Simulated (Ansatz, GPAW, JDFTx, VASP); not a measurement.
## SnO: programs and potentials compared

```
Sn O
1.0
     3.81370    0.00000    0.00000
     0.00000    3.81370    0.00000
     0.00000    0.00000    4.88691
Sn O
2 2
Direct
  0.50000 0.00000 0.76463
  0.00000 0.50000 0.23537
  0.00000 0.00000 0.00000
  0.50000 0.50000 0.00000
```

The cell is a database's computed one, not the measured one.

Alike in all runs: task single point; functional LDA; k mesh 7 × 7 × 6; occupations gaussian, width 0.1 eV; no spin polarisation; no spin-orbit coupling. LDA stands for any of its common fits. Pressure is positive in compression and, in plane waves, holds the error of the finite cutoff, which Ansatz's Pulay term estimates and takes out.

```csv
program and potentials,plane-wave cutoff (eV),notes,pressure (GPa),largest force (eV/Å)
"Ansatz, Ansatz PAW",420,"potentials made for PBE, which Ansatz adapts in part; Pulay term of +0.60 GPa included",-3.29,0.236
"GPAW, the program's PAW data sets (release 1.2.1) made for this functional",800,-,-4.08,0.301
"VASP, LDA PAW files O, Sn_d, release 54, 520 eV",520,-,-3.00,0.130
"JDFTx, PseudoDojo-SR-LDA-0.4.1-standard with smoothed tails",1143,-,?,?
```

Estimate from the other rows what the run with JDFTx, PseudoDojo-SR-LDA-0.4.1-standard with smoothed tails gave.

Pressure -3.04 GPa; largest force 0.195 eV/Å. The other rows, which needn't bracket it: pressure -4.08 to -3.00; largest force 0.130 to 0.301.
